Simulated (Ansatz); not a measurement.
This cell of BaF2 (fluorite) is off equilibrium:

```yaml
crystal:
  lattice:
    - [0.00000, 6.24626, 6.24626]
    - [3.12313, 0.00000, 3.12313]
    - [3.12313, 3.12313, 0.00000]
  atoms:
    - { symbol: Ba, position: [0.00334, 0.99777, 0.99777] }
    - { symbol: Ba, position: [0.49666, 0.00223, 0.00223] }
    - { symbol: F, position: [0.10836, 0.26109, 0.26109] }
    - { symbol: F, position: [0.64164, 0.23891, 0.23891] }
    - { symbol: F, position: [0.39164, 0.73891, 0.73891] }
    - { symbol: F, position: [0.85836, 0.76109, 0.76109] }
```

Computed with PBE (plane waves to 420 eV, PAW, scalar-relativistic; Ansatz, a first-principles code). k mesh 9×9×9 (Γ-centred), Fermi-Dirac smearing 0.05 eV. Stress and pressure are positive under compression. BaF2 was relaxed with its symmetry unable to fall.

**Question.** What forces act on the atoms (eV/Å, Cartesian)?

**Answer.** 
| atom | Fx | Fy | Fz |
|---|---|---|---|
| Ba1 | 0.315 | -0.315 | -0.315 |
| Ba2 | -0.315 | 0.315 | 0.315 |
| F3 | -0.208 | 0.208 | 0.208 |
| F4 | 0.234 | -0.234 | -0.234 |
| F5 | 0.208 | -0.208 | -0.208 |
| F6 | -0.234 | 0.234 | 0.234 |

(For displaced atoms, the force is minus the slope of the energy, and its curvature is a force constant, which sets phonon frequencies.)
